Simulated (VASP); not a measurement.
# CdTe (F-43m) in VASP: notebook, part 4 of 4

VASP 6.6.1. The steps go on from the part before.

## Step 6: Single point, PBE

This run uses another cell than the first one, of 34.90 Å³/atom, 1.128 times its volume.

The input, INCAR:

```
SYSTEM = CdTe
PREC = Accurate
ENCUT = 500
EDIFF = 1E-6
ISMEAR = 0
SIGMA = 0.01
LREAL = .False.
LASPH = .True.
NELM = 120
ALGO = Normal
ISIF = 2
LWAVE = .False.
LCHARG = .False.
GGA = PE
NBANDS = 16
GGA_COMPAT = .False.
```

The input, KPOINTS:

```
regular mesh
0
Gamma
  5 5 5
  0 0 0
```

The input, POSCAR:

```
CdTe
1.0
    0.0000000000      3.2678590959      3.2678590959
    3.2678590959      0.0000000000      3.2678590959
    3.2678590959      3.2678590959      0.0000000000
Cd Te
1 1
Direct
    0.0000000000      0.0000000000      0.0000000000
    0.2500000000      0.2500000000      0.2500000000
```

Potentials or basis: VASP PAW PBE potentials, release 64 (Cd, Te).

Run with:

```sh
cat potpaw_PBE.64/Cd/POTCAR potpaw_PBE.64/Te/POTCAR > POTCAR
mpirun -np 1 vasp_std > vasp.out
```

OUTCAR:

```text
SYSTEM = CdTe
   PREC = Accurate
   ENCUT = 500
   EDIFF = 1E-6
   ISMEAR = 0
   LREAL = .False.
   LASPH = .True.
   NELM = 120
   ISIF = 2
   GGA = PE

 ion  position               nearest neighbor table
   1  0.000  0.000  0.000-   2 2.83   2 2.83   2 2.83   2 2.83
   2  0.250  0.250  0.250-   1 2.83   1 2.83   1 2.83   1 2.83

  LATTYP: Found a face centered cubic cell.
 ALAT       =     6.5357181918

  Lattice vectors:

 A1 = (   0.0000000000,   3.2678590959,   3.2678590959)
 A2 = (   3.2678590959,   0.0000000000,   3.2678590959)
 A3 = (   3.2678590959,   3.2678590959,   0.0000000000)

Analysis of symmetry for initial positions (statically):
=====================================================================
 Subroutine PRICEL returns:
 Original cell was already a primitive cell.

 Routine SETGRP: Setting up the symmetry group for a
 face centered cubic supercell.

 Subroutine GETGRP returns: Found 24 space group operations
 (whereof 24 operations were pure point group operations)
 out of a pool of 48 trial point group operations.

The static configuration has the point symmetry T_d .

Analysis of symmetry for dynamics (positions and initial velocities):
=====================================================================
 Subroutine PRICEL returns:
 Original cell was already a primitive cell.

 Routine SETGRP: Setting up the symmetry group for a
 face centered cubic supercell.

 Subroutine GETGRP returns: Found 24 space group operations
 (whereof 24 operations were pure point group operations)
 out of a pool of 48 trial point group operations.

The dynamic configuration has the point symmetry T_d .

 Subroutine INISYM returns: Found 24 space group operations
 (whereof 24 operations are pure point group operations),
 and found     1 'primitive' translations

----------------------------------------------------------------------------------------

                                     Primitive cell

  volume of cell :      69.7943

  direct lattice vectors                    reciprocal lattice vectors
     0.000000000  3.267859096  3.267859096    -0.153005373  0.153005373  0.153005373
     3.267859096  0.000000000  3.267859096     0.153005373 -0.153005373  0.153005373
     3.267859096  3.267859096  0.000000000     0.153005373  0.153005373 -0.153005373

  length of vectors
     4.621450653  4.621450653  4.621450653     0.265013080  0.265013080  0.265013080

  position of ions in fractional coordinates (direct lattice)
     0.000000000  0.000000000  0.000000000
     0.250000000  0.250000000  0.250000000

  ion indices of the primitive-cell ions
   primitive index   ion index
                 1           1
                 2           2

----------------------------------------------------------------------------------------

 KPOINTS: regular mesh

Automatic generation of k-mesh.
 Grid dimensions read from file:
 generate k-points for:    5    5    5

 Generating k-lattice:

  Cartesian coordinates                     Fractional coordinates (reciprocal lattice)
    -0.030601075  0.030601075  0.030601075     0.200000000  0.000000000  0.000000000
     0.030601075 -0.030601075  0.030601075     0.000000000  0.200000000  0.000000000
     0.030601075  0.030601075 -0.030601075     0.000000000  0.000000000  0.200000000

  Length of vectors
     0.053002616  0.053002616  0.053002616

  Shift w.r.t. Gamma in fractional coordinates (k-lattice)
     0.000000000  0.000000000  0.000000000

 Subroutine IBZKPT returns following result:
 ===========================================

 Found     10 irreducible k-points:

 Following reciprocal coordinates:
            Coordinates               Weight
  0.000000  0.000000  0.000000      1.000000
  0.200000  0.000000  0.000000      8.000000
  0.400000  0.000000  0.000000      8.000000
  0.200000  0.200000  0.000000      6.000000
  0.400000  0.200000  0.000000     24.000000
 -0.400000  0.200000  0.000000     24.000000
 -0.200000  0.200000  0.000000     12.000000
  0.400000  0.400000  0.000000      6.000000
 -0.400000  0.400000  0.000000     12.000000
 -0.400000  0.400000  0.200000     24.000000
   k-points           NKPTS =     10   k-points in BZ     NKDIM =     10   number of bands    NBANDS=     16
   number of dos      NEDOS =    301   number of ions     NIONS =      2
   total plane-waves  NPLWV =  46656
   dimension x,y,z NGX =    36 NGY =   36 NGZ =   36
   dimension x,y,z NGXF=    72 NGYF=   72 NGZF=   72
   ions per type =               1   1
   NGX,Y,Z   is equivalent  to a cutoff of  12.95, 12.95, 12.95 a.u.
   NGXF,Y,Z  is equivalent  to a cutoff of  25.90, 25.90, 25.90 a.u.
 SYSTEM =  CdTe
   PREC   = accura    normal or accurate (medium, high low for compatibility)
   ISTART =      0    job   : 0-new  1-cont  2-samecut
   ICHARG =      2    charge: 1-file 2-atom 10-const
   ISPIN  =      1    spin polarized calculation?
   LNONCOLLINEAR =      F non collinear calculations
   LSORBIT =      F    spin-orbit coupling
   LASPH  =      T    aspherical Exc in radial PAW
   ENCUT  =  500.0 eV  36.75 Ry    6.06 a.u.   8.43  8.43  8.43*2*pi/ulx,y,z
   NELM   =    120;   NELMIN=  2; NELMDL= -5     # of ELM steps
   EDIFF  = 0.1E-05   stopping-criterion for ELM
   LREAL  =      F    real-space projection
   EDIFFG = 0.1E-04   stopping-criterion for IOM
   NSW    =      0    number of steps for IOM
   IBRION =     -1    ionic relax: 0-MD 1-quasi-New 2-CG
   NFREE  =      0    steps in history (QN), initial steepest desc. (CG)
   ISIF   =      2    stress and relaxation
   ISYM   =      2    0-nonsym 1-usesym 2-fastsym
   POTIM  = 0.5000    time-step for ionic-motion
   TEBEG  =    0.0;   TEEND  =   0.0 temperature during run
   PSTRESS=    0.0 pullay stress
   NELECT =      18.0000    total number of electrons
   NUPDOWN=      -1.0000    fix difference up-down
   EMIN   =  10.00;   EMAX   =-10.00  energy-range for DOS
   EFERMI =   0.00;   METHOD = LEGACY
   ISMEAR =     0;   SIGMA  =   0.01  broadening in eV -4-tet -1-fermi 0-gaus
   EFERMI_NEDOS =   21; number of points for ismear=-14 and -15
   IALGO  =     38    algorithm
   IMIX   =      4    mixing-type and parameters
     AMIX     =   0.40;   BMIX     =  1.00
     AMIX_MAG =   1.60;   BMIX_MAG =  1.00
  volume/ion in A,a.u.               =      34.90       235.50
  Fermi-wavevector in a.u.,A,eV,Ry     =   1.042059  1.969206 14.774391  1.085887
  Thomas-Fermi vector in A             =   2.176707
   LORBIT       =      0    0 simple, 1 ext, 2 COOP (PROOUT), +10 PAW based schemes
   GGA     = PE    functional components
   LHFCALC =     F    Hartree Fock is set to
   AEXX    =    0.0000 exact exchange contribution
   IVDW    =     0    specifies the selected vdW correction
   LEPSILON=     F    determine dielectric tensor
   LRPA    =     F    only Hartree local field effects (RPA)
 non-spin polarized calculation
 Gauss-broadening in eV      SIGMA  =   0.01
  energy-cutoff  :      500.00
  volume of cell :       69.79
 maximum number of plane-waves:      1807
 NGX is ok and might be reduce to    36
   NGX = 17   NGY = 17   NGZ = 17

 number of electron      18.0000003 magnetization

 Free energy of the ion-electron system (eV)
  ---------------------------------------------------
  ext. energy  EPLUGINS =         0.00000000
  ---------------------------------------------------
  free energy    TOTEN  =        -4.78121825 eV

  energy without entropy =       -4.78121825  energy(sigma->0) =       -4.78121825

 E-fermi :   2.1823     XC(G=0):  -8.4686

 val. band max:        2.1299176674   @ k =   0.0000   0.0000   0.0000
 cond. band min:       2.8200636856   @ k =   0.0000   0.0000   0.0000
 fundamental gap:      0.6901460181
 Fermi energy:         2.1823150388

 k-point     1 :       0.0000    0.0000    0.0000
  band No.  band energies     occupation
      1      -8.9002      2.00000
      2      -6.0836      2.00000
      3      -6.0836      2.00000
      4      -6.0836      2.00000
      5      -5.8421      2.00000
      6      -5.8421      2.00000
[... 8 lines left out ...]
     15      11.4384      0.00000
     16      11.4384      0.00000
[... 153 lines left out ...]
 k-point    10 :      -0.4000    0.4000    0.2000
  band No.  band energies     occupation
      1      -8.4436      2.00000
      2      -5.9798      2.00000
      3      -5.9719      2.00000
      4      -5.8747      2.00000
      5      -5.8343      2.00000
      6      -5.3850      2.00000
[... 8 lines left out ...]
     15      12.1441      0.00000
     16      14.0736      0.00000

------------------------ aborting loop because EDIFF is reached ----------------------------------------

  FORCE on cell =-STRESS in cart. coord.  units (eV):
  Direction    XX          YY          ZZ          XY          YZ          ZX
  --------------------------------------------------------------------------------------
  -------------------------------------------------------------------------------------
  Total        0.7099530      0.7099530      0.7099530      0.0000000      0.0000000     -0.0000000
  in kB       16.2974720     16.2974720     16.2974720      0.0000000      0.0000000     -0.0000000
  external PRESSURE =      16.2974720 kB  Pullay stress =       0.0000000 kB

 VOLUME and BASIS-vectors are now :
 -----------------------------------------------------------------------------
  energy-cutoff  :      500.00
  volume of cell :       69.79
      direct lattice vectors                 reciprocal lattice vectors
     0.000000000  3.267859096  3.267859096    -0.153005373  0.153005373  0.153005373
     3.267859096  0.000000000  3.267859096     0.153005373 -0.153005373  0.153005373
     3.267859096  3.267859096  0.000000000     0.153005373  0.153005373 -0.153005373

 POSITION                                       TOTAL-FORCE (eV/Angst)
 -----------------------------------------------------------------------------------
      0.00000      0.00000      0.00000         0.000000      0.000000     -0.000000
      1.63393      1.63393      1.63393        -0.000000     -0.000000      0.000000
 -----------------------------------------------------------------------------------
    total drift:                                0.000000      0.000000      0.000000

  FREE ENERGIE OF THE ION-ELECTRON SYSTEM (eV)
  ---------------------------------------------------
  free  energy   TOTEN  =        -4.7812182462 eV

  energy  without entropy=       -4.7812182462  energy(sigma->0) =       -4.78121825
```

Run time: 21 s. Hardware: 1 thread of Intel Xeon 8259CL, shared host; peak memory 0.2 GiB.

What came out:

| Property | Result |
| --- | --- |
| Free energy | -4.7812 eV |
| Pressure | 1.6 GPa |
| Band gap on the k mesh | 0.69 eV, direct |

Caveat: spin-orbit coupling is left out, which moves the levels of the heavy elements.

## Step 7: Overview

```csv
cell,gap on the mesh (eV),pressure (GPa)
"a = 4.440 Å, angles 60.0°, 2 atoms",1.06,8.4
"a = 4.487 Å, angles 60.0°, 2 atoms",0.96,6.3
"a = 4.533 Å, angles 60.0°, 2 atoms",0.87,4.5
"a = 4.577 Å, angles 60.0°, 2 atoms",0.78,2.9
"a = 4.621 Å, angles 60.0°, 2 atoms",0.69,1.6
```

Alike in all rows: task single point; level PBE; potentials or basis VASP PAW PBE potentials, release 64 (Cd, Te); no spin polarisation; k mesh 5 × 5 × 5; cutoff (eV) 500; smearing gaussian 0.01 eV.

Caveats: spin-orbit coupling is left out, which moves the levels of the heavy elements.

Absolute energies hang on the potentials; compare differences alone.

## Step 8: Against experiment

Step 5. A measured gap of CdTe is 1.607 eV (0 K; a printed reference work, data compilation); the calculated 0.78 eV misses it by -0.83 eV. Spin-orbit coupling on Cd, Te is left out. The value is that of PBE, without temperature or zero-point motion. Semilocal functionals fall short of measured gaps as a rule.

Step 6. Measured gap of CdTe: 1.607 eV (0 K; a printed reference work, data compilation). This calculation gives 0.69 eV (-0.92 eV). Spin-orbit coupling on Cd, Te is left out. The value is that of PBE, without temperature or zero-point motion. Semilocal functionals fall short of measured gaps as a rule.
